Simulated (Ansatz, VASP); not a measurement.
## One calculation of KF, two programs

INCAR

```
ALGO     = Normal         # electronic algorithm
EDIFF    = 1E-7           # SCF threshold, eV
ENCUT    = 520            # plane-wave cutoff, eV
GGA      = CA             # functional
ISIF     = 2              # what is computed and relaxed
ISMEAR   = 0              # smearing method
LASPH    = True           # aspherical terms in the spheres
LCHARG   = False          # write CHGCAR
LREAL    = False          # projectors in reciprocal space
LWAVE    = False          # write WAVECAR
NBANDS   = 15             # bands
NELM     = 60             # most SCF steps
PREC     = Accurate       # precision mode
SIGMA    = 0.01           # smearing width, eV
```

KPOINTS

```
k-points
0
Gamma
  8 8 8
```

The input POSCAR:

```
KF
1.0
    3.0832301891      0.0000000000      0.0000000000
    0.0000000000      3.0832301891      0.0000000000
    0.0000000000      0.0000000000      3.0832301891
K F
1 1
Direct
    0.0000000000      0.0000000000      0.0000000000
    0.5000000000      0.5000000000      0.5000000000
```

Input for Ansatz:

```yaml
crystal:
  lattice:
    - [3.08323018911, 0.0, 0.0]
    - [0.0, 3.08323018911, 0.0]
    - [0.0, 0.0, 3.08323018911]
  atoms:
    - { symbol: K, position: [0.0, 0.0, 0.0] }
    - { symbol: F, position: [0.5, 0.5, 0.5] }
kpoints:
  mp_grid: { grid: [8, 8, 8] }
scf:
  occupations: { method: fixed }
  convergence: { dr2_threshold: 1.0e-10 }
hamiltonian:
  xc: lda
  pseudopotentials: { kind: all_electron, lapw: { basis_error: 0.0005 } }
output:
  forces: true
  stress: true
  eigenstates:
    kpoints:
      - [0.0, 0.0, 0.0]
      - [0.0, 0.5, 0.5]
      - [0.5, 0.0, 0.5]
      - [0.5, 0.5, 0.0]
      - [-0.5, -0.5, -0.5]
      - [0.0, -0.5, 0.0]
      - [0.0, 0.0, -0.5]
      - [-0.5, 0.0, 0.0]
  eigenvalues: true
```

Change from the starting cell: unstrained.

Alike in both runs: task single point; functional LDA; k mesh 8 × 8 × 8; no spin polarisation.

|  | VASP | Ansatz |
| --- | --- | --- |
| version | VASP 6.6.1 | Ansatz 0.2.0 |
| potentials or method | VASP PAW LDA potentials, release 64 (K_sv, F) | all-electron LAPW, scalar-relativistic |
| plane-wave cutoff (eV) | 520 | see its input |
| occupations | gaussian, width 0.01 eV | fixed |

Ansatz gave:

* gap on the k mesh at the Fermi level (eV): 7.21
* pressure (GPa): 0.0

What did VASP give for the same quantities?

gap on the k mesh at the Fermi level (eV): 7.20; pressure (GPa): 0.4.

Ansatz ran all-electron here, so the differences hold the error of VASP's frozen core and of both bases.

A k mesh can miss the band edges.
